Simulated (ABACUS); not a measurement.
**C: relaxation of cell and atoms with PBEsol**

Crystal: C.

```
C
1.0
     0.00000    1.78337    1.78337
     1.78337    0.00000    1.78337
     1.78337    1.78337    0.00000
C
2
Direct
  0.25000 0.25000 0.25000
  0.00000 0.00000 0.00000
```

This isn't the form of C at room conditions, which is graphite.

```yaml
Program: ABACUS 3.10.1
Task: relaxation of cell and atoms
Functional: PBEsol
Potentials_or_basis: SPMS ONCV 1.0 PBE
Cutoff: 1361 eV
Density_cutoff: 5442 eV
Basis: DZP LCAO (the cutoffs set its grid)
k_mesh: 12 × 12 × 12
Occupations: fermi-dirac, width 0.05 eV
Spin: no spin polarisation
Orbital_files: C C_confined-atom_6au_2s2p1d.orb
Optimiser: ASE BFGS
Force_threshold: 0.01 eV/Å
Max_steps: 60
Cell_moves: yes
Radial_cutoff_of_the_potentials_pseudo_rcut: 10 bohr
SCF_threshold_on_the_density: 1e-07
Max_SCF_steps: 100
Eigensolver: genelpa
Mixing: broyden
Mixing_share: 0.7
Symmetry_key: 1
Bands: 8
```

The relaxed volume is 5.67 Å³/atom and the relaxed cell is a = 2.522 Å, b = 2.522 Å, c = 2.522 Å, α = 60.00°, β = 60.00°, γ = 60.00°. The space group after relaxing (to 0.05 Å) is Fd-3m (No. 227). The energy gained by relaxing is 0.0 meV/atom, the ionic steps are 2 and the pressure after relaxing is -0.2 GPa. The band gap on the k mesh is 4.06 eV, indirect (least direct gap 5.55 eV).

Final structure:
```cif
data_structure
_symmetry_space_group_name_H-M 'P 1'
_symmetry_Int_Tables_number 1
_cell_length_a 2.5219
_cell_length_b 2.5219
_cell_length_c 2.5219
_cell_angle_alpha 60.000
_cell_angle_beta 60.000
_cell_angle_gamma 60.000
_cell_volume 11.34
loop_
_atom_site_label
_atom_site_type_symbol
_atom_site_fract_x
_atom_site_fract_y
_atom_site_fract_z
_atom_site_occupancy
C1 C 0.25000 0.25000 0.25000 1
C2 C 0.00000 0.00000 0.00000 1
```

Levels at points of the mesh, in eV from the valence-band top:
```csv
k point,band 1,band 2,band 3,band 4,band 5,band 6,band 7,band 8
"(0.00, 0.00, 0.00)",-21.47,0.00,0.00,0.00,5.55,5.55,5.55,13.90
"(0.50, 0.50, 0.50)",-15.77,-13.54,-2.86,-2.86,8.44,8.44,8.79,16.26
"(0.50, 0.50, 0.00)",-12.87,-12.87,-6.39,-6.39,4.63,4.63,16.79,16.79
```

Run time: 4.8 s on 4 MPI ranks on Intel(R) Xeon(R) 6975P-C (Granite Rapids), with other jobs on the host, peak memory 0.36 GiB a rank.

Caveat: the atomic orbitals were generated for these runs and aren't a published set; the potentials were made for another functional, which shifts forces and pressure; the basis of atomic orbitals isn't converged, which shifts pressures, moduli and gaps. A k mesh can miss the band edges.
